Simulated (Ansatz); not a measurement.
## C in Ansatz: the effect of target pressure

Crystal: C.

```
C
1.0
     0.00000    1.78337    1.78337
     1.78337    0.00000    1.78337
     1.78337    1.78337    0.00000
C
2
Direct
  0.75000 0.75000 0.75000
  0.50000 0.50000 0.50000
```

This isn't the form of C at room conditions, which is graphite.

Alike in all runs:

- Program: Ansatz 0.2.0
- Task: relaxation of cell and atoms
- Functional: PBEsol
- Potentials or basis: Ansatz PAW
- Cutoff: 420 eV (not typed: the program's choice for these potentials)
- k mesh: 13 × 13 × 13
- Occupations: fermi-dirac, width 0.05 eV
- Spin: no spin polarisation

Each run relaxes the cell or the atoms first.

| target pressure | relaxed volume (Å³/atom) | gap on the mesh (eV) |
| --- | --- | --- |
| 0 GPa | 5.61 | 4.04 |
| 2 GPa | 5.59 | 4.05 |
| 5 GPa | 5.55 | 4.07 |
| 10 GPa | 5.49 | 4.09 |
| 20 GPa | ? | ? |
| 30 GPa | 5.28 | 4.18 |

Task: What does the run with target pressure 20 GPa give?

Result: Relaxed volume 5.38 Å³/atom; gap on the mesh 4.13 eV.

Worked out: In Murnaghan's law V^(-B') rises as a straight line in P. The other rows fit best with B' = 4.1, V0 = 5.61 Å³/atom and B0 = 432 GPa, which gives 5.38 Å³/atom at 20 GPa, against the run's 5.38. A straight line through the other rows of the gap on the mesh, of slope 0.00461 eV per GPa, gives 4.13 eV, against the run's 4.13.

Caveats: odd divisions of the mesh miss points on the zone boundary, where band edges often lie, so the gap on the mesh can be too wide; the plane-wave basis is chosen anew once the cell has moved, so the energies of steps on either side of that aren't comparable; the PAW data sets come from PBE, with cores solved anew for the run's functional, which leaves a small shift of forces and pressure.

A k mesh can miss the band edges.

Runs at the PBE level aren't shown here.
